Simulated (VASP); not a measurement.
## From VASP inputs to Ansatz: SiO2 (fluorite)

INCAR

```
ISIF = 2
ISMEAR = 0
GGA = PE
ENCUT = 520
NSW = 0
LEPSILON = .TRUE.
LREAL = .FALSE.
LCHARG = .FALSE.
IBRION = -1
NELM = 120
PREC = Accurate
NBANDS = 15
LASPH = .TRUE.
LWAVE = .FALSE.
EDIFF = 1E-8
SIGMA = 0.01
```

KPOINTS

```
KPOINTS created by Atomic Simulation Environment
0
Gamma
12 12 12
0 0 0
```

POSCAR

```
Si O
 1.0000000000000000
    -0.0000000000000000    2.2641691162216273    2.2641691162216273
     2.2641691162216273   -0.0000000000000000    2.2641691162216273
     2.2641691162216273    2.2641691162216273   -0.0000000000000000
 Si  O
   1   2
Cartesian
 -0.0000000000000000  0.0000000000000000 -0.0000000000000000
  1.1320845581108139  1.1320845581108139  1.1320845581108139
  3.3962536743324403  3.3962536743324403  3.3962536743324403
```

VASP ran with the recommended PBE PAW datasets (16 valence electrons in the cell).

Write an Ansatz input for this cell and level of theory.



```yaml
crystal:
  lattice:
    - [0.0, 2.2641691162, 2.2641691162]
    - [2.2641691162, 0.0, 2.2641691162]
    - [2.2641691162, 2.2641691162, 0.0]
  atoms:
    - { symbol: Si, position: [0.0, 0.0, 0.0] }
    - { symbol: O, position: [0.25, 0.25, 0.25] }
    - { symbol: O, position: [0.75, 0.75, 0.75] }
kpoints:
  mp_grid: { grid: [8, 8, 8] }
hamiltonian:
  xc: pbe
scf:
  occupations: { method: fixed }
dielectric: {}
```

Other inputs would serve too.

|  | VASP | Ansatz |
| --- | --- | --- |
| ε∞ with local fields (xx, yy, zz) | 4.29, 4.29, 4.29 | 4.30, 4.30, 4.30 |
| mean Born charge by atom, in the order of the cell | 4.25, -2.13, -2.13 e | 4.28, -2.14, -2.14 e |

Datasets and cutoffs are each program's own. VASP's cell holds 16 valence electrons and Ansatz's 16. Ansatz refines its k mesh for the response by itself, so the meshes differ.
